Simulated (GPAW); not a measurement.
The system is Al2Pt.

```xyz
3
Lattice="0.0000 2.9550 2.9550 2.9550 0.0000 2.9550 2.9550 2.9550 0.0000" Properties=species:S:1:pos:R:3 pbc="T T T"
Pt    0.0000    0.0000    0.0000
Al    4.4325    4.4325    4.4325
Al    1.4775    1.4775    1.4775
```

Base run:

```yaml
Program: GPAW 26.7.0
Functional: LDA
Potentials_or_basis: the program's PAW data sets (release 1.2.1) made for this functional
Cutoff: 500 eV
Basis: pw
k_mesh: 6 × 6 × 6
Occupations: fermi-dirac, width 0.05 eV
Spin: no spin polarisation
```

Its results: band gap on the k mesh none (metal or under the smearing width); pressure -3.7 GPa.

Q: The run is repeated on the same cell with these changes: functional from LDA to PBE; potentials or basis from the program's PAW data sets (release 1.2.1) made for this functional to GPAW PAW data sets (gpaw-data 1.2.1); cutoff from 500 eV to 450 eV. What comes out?

A: Band gap on the k mesh none (metal or under the smearing width); pressure 2.6 GPa.

Caveats: the cutoff is short for stress and forces, so pressures can be off by a GPa or more.
